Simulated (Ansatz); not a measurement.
Base system: GeTe (space group R3m, No. 160).

```xyz
2
Lattice="2.0811 1.2015 3.4878 -2.0811 1.2015 3.4878 0.0000 -2.4030 3.4878" Properties=species:S:1:pos:R:3 pbc="T T T"
Ge     0.0000     0.0000     2.4938
Te     0.0000     0.0000     7.9696
```

Cartesian axes are those of the cell as printed.

The values are results of Ansatz (an electronic-structure program), PBEsol, PAW, cutoff 420 eV, no spin-orbit coupling, not measurements.

Modification: a pure shear with ε_xz = ε_zx = -0.0096, atoms relaxed at fixed cell.

Q: Predict the stress tensor and what it implies for the stiffness.

A: Stress of the strained cell less that of the base (GPa, compression positive):
```
   0.14   -0.44    0.78
  -0.44    0.02   -0.02
   0.78   -0.02    0.03
```

Then −Δσ/γ with γ = 2ε = -0.0192 gives relaxed-ion elastic constants: C55 ≈ 41 GPa.

No phonon test of stability was made.
